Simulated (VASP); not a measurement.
SnO2 (Cassiterite):

```
Sn O
1.0
     4.73800    0.00000    0.00000
     0.00000    4.73800    0.00000
     0.00000    0.00000    3.18650
Sn O
2 4
Direct
  0.50000 0.50000 0.50000
  0.00000 0.00000 0.00000
  0.80710 0.19290 0.50000
  0.69290 0.69290 0.00000
  0.19290 0.80710 0.50000
  0.30710 0.30710 0.00000
```

```yaml
Program: VASP 6.6.1
Task: single point
Functional: PBEsol
Potentials_or_basis: VASP PAW PBE potentials, release 64 (Sn_d, O)
Cutoff: 520 eV
k_mesh: 6 × 6 × 8
Occupations: fermi-dirac, width 0.05 eV
Spin: no spin polarisation
```

On this cell: pressure 5.4 GPa; largest force 0.229 eV/Å; band gap on the k mesh 1.18 eV, direct.

The same run follows on a disturbed copy (atoms moved at random, drawn with an rms of 0.05 Å):

```xyz
6
Lattice="4.7380 0.0000 0.0000 0.0000 4.7380 0.0000 0.0000 0.0000 3.1865" Properties=species:S:1:pos:R:3 pbc="T T T"
Sn    2.3754    2.4140    1.5851
Sn   -0.0463    0.0291   -0.0057
O     3.8256    0.9225    1.6109
O     3.3039    3.3129    0.0109
O     0.9858    3.8486    1.6247
O     1.4614    1.4522   -0.0394
```

Problem. What does the disturbed cell give?

Solution. The energy moves by +17.3 meV/atom; pressure 5.4 GPa; largest force 1.718 eV/Å; band gap on the k mesh 1.07 eV, direct.

Forces on the atoms (eV/Å):
```
Sn  -0.233 -0.822 -0.073
Sn   1.617 -0.213  0.540
O   -0.471  0.541 -0.433
O    0.026 -0.290 -0.135
O   -1.002  0.657 -0.404
O    0.063  0.127  0.505
```

Stress tensor (GPa, compression positive):
```
 4.52 -0.19 -0.56
-0.19  5.24 -0.81
-0.56 -0.81  6.41
```

Caveats: the PAW data sets were made with another functional, which shifts forces and pressure a little; spin-orbit coupling is left out, which moves the levels of the heavy elements.

